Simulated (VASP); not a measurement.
**Input and output of a VASP r²SCAN single-point calculation on MgS (rocksalt)**

INCAR

```
IBRION = -1
NBANDS = 11
SIGMA = 0.01
LASPH = .TRUE.
ENCUT = 520
LREAL = .FALSE.
PREC = Accurate
ALGO = Normal
ISMEAR = 0
METAGGA = R2SCAN
NELM = 120
LWAVE = .FALSE.
NSW = 0
EDIFF = 1E-7
ISIF = 2
LCHARG = .FALSE.
```

KPOINTS

```
KPOINTS created by Atomic Simulation Environment
0
Gamma
8 8 8
0 0 0
```

KPOINTS_OPT

```
special points
7
Reciprocal
0.0000000000 0.0000000000 0.0000000000 1
0.5000000000 0.0000000000 0.5000000000 1
0.6250000000 0.2500000000 0.6250000000 1
0.3750000000 0.3750000000 0.7500000000 1
0.5000000000 0.5000000000 0.5000000000 1
0.5000000000 0.2500000000 0.7500000000 1
0.0000000000 0.5000000000 0.5000000000 1
```

POSCAR

```
Mg S
 1.0000000000000000
    -0.0000000000000000    2.6015179370171326    2.6015179370171326
     2.6015179370171326    0.0000000000000000    2.6015179370171326
     2.6015179370171326    2.6015179370171326   -0.0000000000000000
 Mg  S
   1   1
Cartesian
 -0.0000000000000000 -0.0000000000000000  0.0000000000000000
  2.6015179370171331  2.6015179370171331  2.6015179370171331
```

VASP ran with the recommended PBE PAW datasets (8 valence electrons in the cell).

Command

```
mpirun -np 1 vasp_std
```

OSZICAR

```
N       E                     dE             d eps       ncg     rms          rms(c)
DAV:   1     0.132622870604E+02    0.13262E+02   -0.36605E+03   686   0.608E+02
DAV:   2    -0.157909545187E+02   -0.29053E+02   -0.27699E+02   805   0.105E+02
DAV:   3    -0.170974265892E+02   -0.13065E+01   -0.13047E+01   774   0.232E+01
DAV:   4    -0.171052290672E+02   -0.78025E-02   -0.78021E-02   784   0.214E+00
DAV:   5    -0.171053002129E+02   -0.71146E-04   -0.71145E-04   775   0.191E-01    0.464E+00
DAV:   6    -0.155211686746E+02    0.15841E+01   -0.98046E-01   677   0.545E+00    0.464E+00
DAV:   7    -0.155075256509E+02    0.13643E-01   -0.19796E-01   794   0.218E+00    0.256E+00
DAV:   8    -0.155104900430E+02   -0.29644E-02   -0.82503E-03   716   0.668E-01    0.282E-01
DAV:   9    -0.155105135625E+02   -0.23519E-04   -0.80609E-04   763   0.160E-01    0.155E-01
DAV:  10    -0.155105278991E+02   -0.14337E-04   -0.64254E-05   751   0.576E-02    0.124E-02
DAV:  11    -0.155105282858E+02   -0.38670E-06   -0.24018E-06   739   0.119E-02    0.746E-03
DAV:  12    -0.155105277316E+02    0.55418E-06   -0.76285E-08   655   0.195E-03    0.666E-03
DAV:  13    -0.155105274421E+02    0.28951E-06   -0.37281E-08   430   0.107E-03    0.313E-04
DAV:  14    -0.155105274662E+02   -0.24093E-07   -0.20075E-09   427   0.350E-04
   1 F= -.15510527E+02 E0= -.15510527E+02  d E =-.334911E-15
       N       E                     dE             ncg
DAV:   1     0.346070940638E+03   -0.19097E+04      154
DAV:   2     0.129410704978E+03   -0.21666E+03      199
DAV:   3     0.120792542503E+03   -0.86182E+01      198
DAV:   4     0.120741506021E+03   -0.51036E-01      200
DAV:   5     0.120741072802E+03   -0.43322E-03      211
DAV:   6     0.120741068147E+03   -0.46550E-05      200
DAV:   7     0.120741068061E+03   -0.86410E-07      202
```

From OUTCAR

```
k-points           NKPTS =     29   k-points in BZ     NKDIM =     29   number of bands    NBANDS=     11

   NELECT =       8.0000    total number of electrons

   dimension x,y,z NGX =    28 NGY =   28 NGZ =   28
   dimension x,y,z NGXF=    56 NGYF=   56 NGZF=   56

  energy-cutoff  :      520.00
  volume of cell :       35.21
      direct lattice vectors                 reciprocal lattice vectors
     0.000000000  2.601517937  2.601517937    -0.192195484  0.192195484  0.192195484
     2.601517937  0.000000000  2.601517937     0.192195484 -0.192195484  0.192195484
     2.601517937  2.601517937  0.000000000     0.192195484  0.192195484 -0.192195484

 k-points in reciprocal lattice and weights: KPOINTS created by Atomic Simulation Env
   0.00000000  0.00000000  0.00000000       0.002
   0.12500000  0.00000000  0.00000000       0.016
   0.25000000  0.00000000  0.00000000       0.016
   0.37500000  0.00000000  0.00000000       0.016
   0.50000000  0.00000000  0.00000000       0.008
   0.12500000  0.12500000  0.00000000       0.012
   0.25000000  0.12500000  0.00000000       0.047
   0.37500000  0.12500000  0.00000000       0.047
   ...

 E-fermi :   3.5445

 k-point     1 :       0.0000    0.0000    0.0000
  band No.  band energies     occupation
      1      -9.6895      2.00000
      2       3.4942      2.00000
      3       3.4942      2.00000
      4       3.4942      2.00000
      5       8.1104      0.00000
      6      12.0251      0.00000
      7      12.0251      0.00000
      8      12.0251      0.00000
      9      14.4359      0.00000
     10      14.4359      0.00000
     11      17.0380      0.00000

 k-point     2 :       0.1250    0.0000    0.0000
  band No.  band energies     occupation
      1      -9.5343      2.00000
      2       2.4811      2.00000
      3       3.3887      2.00000
      4       3.3887      2.00000
      5       8.8662      0.00000
      6      11.7550      0.00000
      7      12.2872      0.00000
      8      12.2872      0.00000
      9      13.8491      0.00000
     10      13.8491      0.00000
     11      17.2811      0.00000

 k-point     3 :       0.2500    0.0000    0.0000
  band No.  band energies     occupation
      1      -9.1156      2.00000
      2       0.6959      2.00000
      3       3.1574      2.00000
      4       3.1574      2.00000
      5       9.2016      0.00000
      6      11.9228      0.00000
      7      11.9228      0.00000
      8      12.6209      0.00000
      9      14.4651      0.00000
     10      14.4651      0.00000
     11      16.4625      0.00000

 k-point     4 :       0.3750    0.0000    0.0000
  band No.  band energies     occupation
      1      -8.6074      2.00000
      2      -0.7884      2.00000
      3       2.9526      2.00000
      4       2.9526      2.00000
      5       8.8649      0.00000
      6      11.2486      0.00000
      7      11.2486      0.00000
      8      14.3096      0.00000
      9      16.1163      0.00000
     10      16.4986      0.00000
     11      16.4986      0.00000

 k-point     5 :       0.5000    0.0000    0.0000
  band No.  band energies     occupation
      1      -8.3567      2.00000
      2      -1.3830      2.00000
      3       2.8741      2.00000
      4       2.8741      2.00000
      5       8.7107      0.00000
      6      10.9972      0.00000
      7      10.9972      0.00000
      8      14.7299      0.00000
      9      16.7278      0.00000
     10      18.5858      0.00000
     11      18.5858      0.00000

 k-point     6 :       0.1250    0.1250    0.0000
  band No.  band energies     occupation
      1      -9.4833      2.00000
      2       2.5320      2.00000
      3       3.1632      2.00000
      4       3.1632      2.00000
      5       9.2047      0.00000
      6      11.0766      0.00000
      7      12.6912      0.00000
      8      12.7346      0.00000
      9      12.7346      0.00000
     10      14.7071      0.00000
     11      18.3465      0.00000

 k-point     7 :       0.2500    0.1250    0.0000
  band No.  band energies     occupation
      1      -9.1534      2.00000
      2       1.1982      2.00000
      3       2.8687      2.00000
      4       2.9300      2.00000
      5       9.7632      0.00000
      6      10.9588      0.00000
      7      11.5897      0.00000
      8      12.9319      0.00000
      9      14.0165      0.00000
     10      15.2033      0.00000
     11      17.9113      0.00000

 k-point     8 :       0.3750    0.1250    0.0000
  band No.  band energies     occupation
      1      -8.6681      2.00000
      2      -0.2777      2.00000
      3       2.5684      2.00000
      4       2.6777      2.00000
      5       9.4526      0.00000
      6      10.7722      0.00000
      7      12.1879      0.00000
      8      12.5795      0.00000
      9      15.8182      0.00000
     10      17.0609      0.00000
     11      17.4906      0.00000

 k-point     9 :       0.5000    0.1250    0.0000
  band No.  band energies     occupation
      1      -8.3100      2.00000
      2      -1.1399      2.00000
      3       2.2451      2.00000
      4       2.6737      2.00000
      5       9.3212      0.00000
      6      10.4589      0.00000
      7      11.5917      0.00000
      8      14.4563      0.00000
      9      16.4897      0.00000
     10      18.4193      0.00000
     11      18.6124      0.00000

 k-point    10 :      -0.3750    0.1250    0.0000
  band No.  band energies     occupation
      1      -8.3933      2.00000
      2      -0.9484      2.00000
      3       2.1205      2.00000
      4       2.8550      2.00000
      5       9.5099      0.00000
      6      10.6321      0.00000
      7      11.4342      0.00000
      8      14.2982      0.00000
      9      16.2308      0.00000
     10      16.9871      0.00000
     11      19.3573      0.00000

 k-point    11 :      -0.2500    0.1250    0.0000
  band No.  band energies     occupation
      1      -8.8355      2.00000
      2       0.1727      2.00000
      3       2.2756      2.00000
      4       3.1416      2.00000
      5       9.8897      0.00000
      6      11.3056      0.00000
      7      11.7811      0.00000
      8      12.4260      0.00000
      9      14.0663      0.00000
     10      17.0881      0.00000
     11      17.5771      0.00000

 k-point    12 :      -0.1250    0.1250    0.0000
  band No.  band energies     occupation
      1      -9.2910      2.00000
      2       1.5815      2.00000
      3       2.7735      2.00000
      4       3.3764      2.00000
      5       9.7123      0.00000
      6      11.3281      0.00000
      7      12.2908      0.00000
      8      12.6221      0.00000
      9      12.7042      0.00000
     10      14.9942      0.00000
     11      18.2464      0.00000

 k-point    13 :       0.2500    0.2500    0.0000
  band No.  band energies     occupation
      1      -8.9345      2.00000
      2       0.9559      2.00000
      3       2.5014      2.00000
      4       2.5014      2.00000
      5       9.2079      0.00000
      6       9.6841      0.00000
      7      12.5837      0.00000
      8      14.4251      0.00000
      9      14.4251      0.00000
     10      15.4627      0.00000
     11      19.9827      0.00000

 k-point    14 :       0.3750    0.2500    0.0000
  band No.  band energies     occupation
      1      -8.5425      2.00000
      2       0.0738      2.00000
      3       1.9950      2.00000
      4       2.2643      2.00000
      5       8.6380      0.00000
      6       9.7569      0.00000
      7      12.9579      0.00000
      8      14.0309      0.00000
      9      16.1245      0.00000
     10      17.2506      0.00000
     11      20.1685      0.00000

 k-point    15 :       0.5000    0.2500    0.0000
  band No.  band energies     occupation
      1      -8.1847      2.00000
      2      -0.5889      2.00000
      3       1.2628      2.00000
      4       2.2543      2.00000
      5       8.5419      0.00000
      6      10.8845      0.00000
      7      13.1111      0.00000
      8      13.1523      0.00000
      9      17.2773      0.00000
     10      18.8007      0.00000
     11      20.1985      0.00000

 k-point    16 :      -0.3750    0.2500    0.0000
  band No.  band energies     occupation
      1      -8.1316      2.00000
      2      -0.6197      2.00000
      3       0.8127      2.00000
      4       2.4744      2.00000
      5       8.9593      0.00000
      6      11.6451      0.00000
      7      12.5222      0.00000
      8      13.5531      0.00000
      9      16.5713      0.00000
     10      16.7279      0.00000
     11      19.7773      0.00000

 ...

  Total       -0.1025312     -0.1025312     -0.1025312     -0.0000000     -0.0000000      0.0000000
  in kB       -4.6650478     -4.6650478     -4.6650478     -0.0000000     -0.0000000      0.0000000
  external PRESSURE =      -4.6650478 kB  Pullay stress =       0.0000000 kB

 POSITION                                       TOTAL-FORCE (eV/Angst)
 -----------------------------------------------------------------------------------
      0.00000      0.00000      0.00000         0.000000     -0.000000     -0.000000
      2.60152      2.60152      2.60152        -0.000000      0.000000      0.000000
 -----------------------------------------------------------------------------------
    total drift:                                0.000000      0.000000      0.000000

  FREE ENERGIE OF THE ION-ELECTRON SYSTEM (eV)
  ---------------------------------------------------
  free  energy   TOTEN  =       -15.5105274662 eV

  energy  without entropy=      -15.5105274662  energy(sigma->0) =      -15.51052747
```

| Item | Value |
| --- | --- |
| gap between bands v and c | 3.43 eV |
| least direct gap | 4.62 eV |
| pressure | -0.5 GPa |

Band v is the last that the valence electrons fill when counted band by band, and c is the next.

The run took about 45 s on one core of a shared host (Intel Xeon Platinum 8488C) and held 0.17 GiB at most.
